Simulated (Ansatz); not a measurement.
Runs of Ansatz 0.2.0 on Si. The structure is hexagonal, space group P6/mmm (No. 191). Conventional cell: a = 4.121 Å, b = 4.121 Å, c = 2.655 Å, α = 90.00°, β = 90.00°, γ = 120.00°. Around Si (site symmetry -6m2) lie 5 Si at 2.38 to 2.65 Å. The cell was built by a generator and needn't be a form met in nature.

| task | level | cell | cutoff (eV) | points for each segment of the path | gap on the mesh (eV) | pressure (GPa) |
| --- | --- | --- | --- | --- | --- | --- |
| single point | r2SCAN0 | as given | 500 | - | none | -3.1 |
| relaxation of cell and atoms | HSEsol | relaxed | 420 | - | none | 0.0 |
| band structure | HSEsol | as given | 420 | 4 | none | -3.6 |
| single point | r2SCANh | as given | 500 | - | none | (a) |

Alike in all rows: potentials or basis Ansatz PAW; no spin polarisation; k mesh 4 × 4 × 5; smearing fermi-dirac 0.05 eV; the mesh is coarse, so values aren't converged.

Q: Fill in the values left out.

A: (a) -2.5.

Caveats: all runs use coarse meshes; the PAW data sets come from PBE, with cores solved anew for the run's functional, which leaves a small shift of forces and pressure; the thresholds are loose for stress (some runs); the plane-wave basis is chosen anew once the cell has moved, so the energies of steps on either side of that aren't comparable (some runs).

A gap of «none» marks a metal or a gap under the smearing width.
